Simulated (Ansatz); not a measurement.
# WS2 (Tungstenite) (P6_3/mmc) in Ansatz: band structure with PBEsol

Aim: the band structure of WS2 (Tungstenite) with PBEsol.

Everything below comes from runs of Ansatz 0.2.0. Logs are shortened: lines on timing, memory, paths and dates and some standing lists are left out, and cuts for length are marked.

### 1 Starting point

Symmetry: P6_3/mmc, No. 194, hexagonal system. The conventional cell has a = 3.180 Å, b = 3.180 Å, c = 12.500 Å, α = 90.00°, β = 90.00°, γ = 120.00°. W (site symmetry -6m2) is surrounded by 6 S at 2.41 Å. S (site symmetry 3m) is surrounded by 3 W at 2.41 Å.

### 2 Band structure, PBEsol

input.yaml reads:

```yaml
crystal:
  lattice:
    - [3.18, 0.0, 0.0]
    - [-1.59, 2.753960784, 0.0]
    - [0.0, 0.0, 12.5]
  atoms:
    - { symbol: W, position: [0.6666666667, 0.3333333333, 0.75] }
    - { symbol: W, position: [0.3333333333, 0.6666666667, 0.25] }
    - { symbol: S, position: [0.6666666667, 0.3333333333, 0.375] }
    - { symbol: S, position: [0.3333333333, 0.6666666667, 0.875] }
    - { symbol: S, position: [0.6666666667, 0.3333333333, 0.125] }
    - { symbol: S, position: [0.3333333333, 0.6666666667, 0.625] }
hamiltonian:
  xc: pbesol
  pseudopotentials: { kind: paw }
kpoints:
  mp_grid: { grid: [10, 10, 3] }
  band_path:
    path:
      - [[0.0, 0.0, 0.0], [0.5, 0.0, 0.0], [0.3333333333, 0.3333333333, 0.0], [0.0, 0.0, 0.0], [0.0, 0.0, 0.5], [0.5, 0.0, 0.5], [0.3333333333, 0.3333333333, 0.5], [0.0, 0.0, 0.5]]
      - [[0.5, 0.0, 0.5], [0.5, 0.0, 0.0]]
      - [[0.3333333333, 0.3333333333, 0.0], [0.3333333333, 0.3333333333, 0.5]]
    npoints: 14
scf:
  occupations: { method: fermi_dirac, width: 0.05 }
  n_extra_bands: 15
output:
  forces: true
  stress: true
  eigenvalues: true
  fatbands: true
```

Potentials or basis: Ansatz PAW.

Command:

```sh
ansatz run input.yaml --threads 2 --pin off --max-ram 5632MiB --backend cpu --events-out ev --progress --plain --runs-dir out
```

What it wrote:

```text
Warning: RAYON_NUM_THREADS=2 ignored (pool sized by the plan → 2); use --threads N
scf.n_extra_bands = 15 over 26 filled bands (N_el = 52.0): the run solves 41 bands
Engine: ansatz 0.2.0, x86_64-unknown-linux-gnu
Pseudopotentials: kind: paw
Pseudopotential: W, paw, valence charge 14, recommended cutoff 420 eV (normal), W.paw.azcp
Pseudopotential: S, paw, valence charge 6, recommended cutoff 420 eV (normal), S.paw.azcp
Functional definition: PBEsol
  exchange = pbesol_x
  correlation = pbesol_c
Crystal: 6 atoms, lattice volume = 109.470 Å³
Basis set: ecut = 420 eV, 2129 PW (Γ), exchange–correlation on 48×48×180 points (8 copies of the dense FFT grid, shifted against one another)
Bands: 41, of which v1, the nominal top of the filled ones, is band 26 counted from 1 (25 counted from 0)
Symmetry: 24 space group operations
Space group: P63/mmc (ITA 194), of the structure as read, at distance tolerance 4.8e-5 Å
k-points: 28 of 300
Non-local potential: W, projectors of the file, l = 0: 3, l = 1: 2, l = 2: 2, l = 3: 1
Non-local potential: S, projectors of the file, l = 0: 2, l = 1: 2, l = 2: 2
PAW form: soft (Blöchl's): semilocal exchange-correlation on the pseudo side does not see the compensation charge
PAW frozen core: W, regenerated for the run's functional, and the local potential with it (the file was generated under x = pbe(κ = 0.804, μ = 0.2195149727645171), c = pbe(β = 0.06672455060314922))
PAW frozen core: S, regenerated for the run's functional, and the local potential with it (the file was generated under x = pbe(κ = 0.804, μ = 0.2195149727645171), c = pbe(β = 0.06672455060314922))
PAW one-centre angular grid: W, 590 points (default); XC on 64 Gauss nodes
PAW one-centre angular grid: S, 110 points (default); XC on 64 Gauss nodes
Initial density: superposition of atomic densities (neutral atoms: chi_scale 0, normalization atom), corrected by the library's trained network
Initial wavefunctions: pseudopotential atomic-orbital guess
Functional: x = pbesol(κ = 0.804, μ = 0.12345679012345678), c = pbesol(β = 0.046)
SCF iter   1: F=—  HF=-24058.147556 eV  |F-HF|=—  |Δ(HF+E_count)|=         —  Δρ=8.18e-3  dr2=1.21e-1  ethr=1.77e-3  ⟨swp⟩=6.2  Hψ=5533  notcnv=0  defer=32
preconditioner: auto → Resta (q_TF=auto, 2.410 Å⁻¹)  ε∞=4.7  [insulator: Δε(μ)=1.062 eV  Ē_g=11.010 eV  σ=0.050 eV  W_gap=1.00  n_scr=26 (ndim 8)  ℏωp=21.3 eV  f_vac=0.025  D(μ)=0.00/eV (n_scr^D=0)  ε∞_Penn≈4.7]
SCF iter   2: F=—  HF=-24058.132739 eV  |F-HF|=—  |Δ(HF+E_count)|=   1.48e-2  Δρ=3.22e-3  dr2=9.18e-3  ethr=2.32e-4  ⟨swp⟩=2.1  Hψ=1669  notcnv=0  defer=187
SCF iter   3: F=—  HF=-24058.133298 eV  |F-HF|=—  |Δ(HF+E_count)|=   5.59e-4  Δρ=1.88e-3  dr2=1.87e-3  ethr=1.77e-5  ⟨swp⟩=2.5  Hψ=1247  notcnv=0  defer=187
SCF iter   4: F=—  HF=-24058.134299 eV  |F-HF|=—  |Δ(HF+E_count)|=   1.00e-3  Δρ=2.35e-4  dr2=7.15e-5  ethr=3.60e-6  ⟨swp⟩=2.2  Hψ=1476  notcnv=0  defer=187
SCF iter   5: F=—  HF=-24058.134324 eV  |F-HF|=—  |Δ(HF+E_count)|=   2.48e-5  Δρ=5.52e-5  dr2=4.14e-6  ethr=1.38e-7  ⟨swp⟩=2.0  Hψ=1403  notcnv=0  defer=187
SCF iter   6: F=—  HF=-24058.134326 eV  |F-HF|=—  |Δ(HF+E_count)|=   2.38e-6  Δρ=1.90e-5  dr2=4.64e-7  ethr=7.96e-9  ⟨swp⟩=2.0  Hψ=1372  notcnv=0  defer=187
SCF iter   7: F=-24058.134327 eV  HF=-24058.134327 eV  |F-HF|=9.15e-9  |Δ(HF+E_count)|=   4.90e-7  Δρ=3.19e-6  dr2=1.20e-8  ethr=1.92e-10  ⟨swp⟩=11.5  Hψ=6000  notcnv=0
SCF 1 converged in 7 iterations: F = -24058.134327 eV  dr2 = 1.20e-8
NSCF: frozen V_eff on 129 k-points
SCF converged after 7 iterations
Free energy (F): -24058.134327 eV
Harris-Foulkes:  -24058.134327 eV  (|F-HF|=9.15e-9)
Internal energy: -24058.134326 eV  (E = F + TS)
E sigma→0 (E₀):  -24058.134326 eV
Entropy (-TS):   -0.000001 eV (-0.000 meV/atom)
Fermi energy:    11.641736 eV
--- Per-component energies (eV) ---
  E_band       = -400.765217
  E_kinetic    = 1330.707655
  E_local      = -3645.462041  (includes V_loc(G=0)·N_el)
  E_nonlocal   = 120.546094
  E_hartree    = 1448.344971
  E_xc         = -916.327660
  E_vxc        = -828.593331  (∫ρ·V_xc dr)
  E_paw        = -19208.871485  (= ΣΔE_a)
  E_vpaw       = -274.653879  (= ΣTr[D̂ρ^β])
  E_aug_tail   = -0.000126  (compensation charges beyond the density's cutoff)
  E_ewald      = -3187.763116
  E_core_change = 0.691382  (= ΣΔE_core)
  E_smearing   = -0.000001  (= −TS)
  E_closure    = 0.000000  (closes the sum)
  Σ components = -24058.134327   (vs F -24058.134327, Δ=0.00e0)
--- Forces (eV/Å), atoms counted from 1 ---
  atom   1  W      0.00000000    -0.00000000     0.00000000
  atom   2  W      0.00000000     0.00000000    -0.00000000
  atom   3  S     -0.00000000    -0.00000000    -0.15356032
  atom   4  S      0.00000000     0.00000000    -0.15356032
  atom   5  S      0.00000000    -0.00000000     0.15356032
  atom   6  S     -0.00000000     0.00000000     0.15356032
  max |Σ_I F_I| component: 2.78e-17 eV/Å
--- Stress (GPa, compression-positive) ---
       -3.511496       0.000000      -0.000000
        0.000000      -3.511496      -0.000000
       -0.000000      -0.000000      -1.106668
  P = ⅓ Tr σ = -2.7099 GPa (-27.099 kbar)
--- Band table (eV; the first three rows and the last of 28) ---
  k-point 0: bands = ["-63.3774", "-63.3774", "-27.6620", "-27.6620", "-27.5025", "-27.5025", "-27.5025", "-27.5025", "-4.3626", "-4.1758", "-2.7765", "-2.4132", "3.6529", "4.5848", "7.4723", "7.6212", "7.6212", "7.6325", "7.6325", "8.8590", "8.8590", "8.9015", "8.9015", "9.6167", "10.0335", "11.1613", "13.4006", "13.4006", "13.4080", "13.4080", "13.5168", "13.5168", "13.6711", "13.6711", "15.6754", "15.9263", "18.8096", "19.2509", "19.2828", "20.5680", "20.7267"]
  k-point 1: bands = ["-63.3774", "-63.3774", "-27.6620", "-27.6620", "-27.5025", "-27.5025", "-27.5025", "-27.5025", "-4.3218", "-4.2293", "-2.6809", "-2.5004", "3.8479", "4.3013", "7.6240", "7.6240", "7.6296", "7.6296", "7.9126", "8.8329", "8.8696", "8.8696", "8.8909", "8.8909", "10.6045", "11.0286", "13.3984", "13.3984", "13.4000", "13.4000", "13.5612", "13.5612", "13.6362", "13.6362", "15.7422", "15.8678", "18.9122", "19.1321", "19.5155", "20.1236", "20.8143"]
  k-point 2: bands = ["-63.3758", "-63.3758", "-27.6560", "-27.6560", "-27.5358", "-27.5358", "-27.5103", "-27.5102", "-4.1967", "-4.0100", "-2.7082", "-2.3608", "3.8498", "4.7797", "7.1979", "7.2010", "7.2207", "7.7801", "7.7984", "8.2721", "8.6029", "8.6511", "8.9341", "9.8096", "10.0375", "10.8497", "13.1818", "13.2570", "13.3494", "13.3566", "13.4341", "13.5363", "13.6806", "13.7336", "16.4213", "16.6551", "19.3174", "19.4301", "19.8979", "20.2911", "20.6141"]
  k-point 27: bands = ["-63.3585", "-63.3585", "-27.7718", "-27.7718", "-27.6993", "-27.6993", "-27.5921", "-27.5921", "-1.8603", "-1.8404", "-1.7084", "-1.6886", "4.7423", "4.8038", "4.9242", "4.9503", "6.1796", "6.1809", "6.5135", "6.6030", "7.2093", "7.3424", "8.2010", "8.3316", "10.2976", "10.3797", "12.5053", "12.5156", "13.5513", "14.0134", "14.3539", "14.4625", "15.7631", "15.9627", "17.1777", "17.2114", "17.6678", "18.3362", "19.6124", "19.7782", "21.2879"]
```

Wall time 16 s (2 threads of Intel Xeon Platinum 8488C (Sapphire Rapids), shared host); peak memory 0.57 GiB.

What came out:

- Free energy: -24058.1343 eV
- Pressure: -2.7 GPa
- Largest force: 0.154 eV/Å
- Band gap on the k mesh: 1.07 eV, indirect (least direct gap 2.08 eV)
- Band gap along the path: 1.00 eV, indirect (least direct gap 1.72 eV)

Forces on the atoms (eV/Å):
```
W    0.000  0.000  0.000
W    0.000  0.000  0.000
S    0.000  0.000 -0.154
S    0.000  0.000 -0.154
S    0.000  0.000  0.154
S    0.000  0.000  0.154
```

Levels at the corners of the path, in eV from the valence-band top:
| point | band 23 | band 24 | band 25 | band 26 | band 27 | band 28 | band 29 | band 30 |
| --- | --- | --- | --- | --- | --- | --- | --- | --- |
| Γ | -2.26 | -1.54 | -1.13 | 0.00 | 2.24 | 2.24 | 2.25 | 2.25 |
| M | -2.00 | -1.83 | -1.68 | -1.52 | 2.18 | 2.22 | 2.53 | 2.76 |
| K | -2.88 | -2.88 | -0.75 | -0.58 | 1.15 | 1.15 | 2.11 | 3.24 |
| Γ | -2.26 | -1.54 | -1.13 | 0.00 | 2.24 | 2.24 | 2.25 | 2.25 |
| A | -2.28 | -2.28 | -0.31 | -0.31 | 2.24 | 2.24 | 2.24 | 2.24 |
| L | -1.91 | -1.91 | -1.59 | -1.59 | 2.20 | 2.20 | 2.67 | 2.67 |
| H | -3.02 | -3.02 | -0.67 | -0.67 | 1.15 | 1.15 | 2.60 | 2.60 |
| A | -2.28 | -2.28 | -0.31 | -0.31 | 2.24 | 2.24 | 2.24 | 2.24 |
| L | -1.91 | -1.91 | -1.59 | -1.59 | 2.20 | 2.20 | 2.67 | 2.67 |
| M | -2.00 | -1.83 | -1.68 | -1.52 | 2.18 | 2.22 | 2.53 | 2.76 |
| K | -2.88 | -2.88 | -0.75 | -0.58 | 1.15 | 1.15 | 2.11 | 3.24 |
| H | -3.02 | -3.02 | -0.67 | -0.67 | 1.15 | 1.15 | 2.60 | 2.60 |

Caveat: the k mesh misses the band edges, so the gap on the mesh is wider than the one along the path; spin-orbit coupling is left out, which moves the levels of the heavy elements; this functional lacks dispersion, which binds the layers, so the pressure and a relaxed spacing across them are unreliable; the PAW data sets come from PBE, with cores solved anew for the run's functional, which leaves a small shift of forces and pressure.
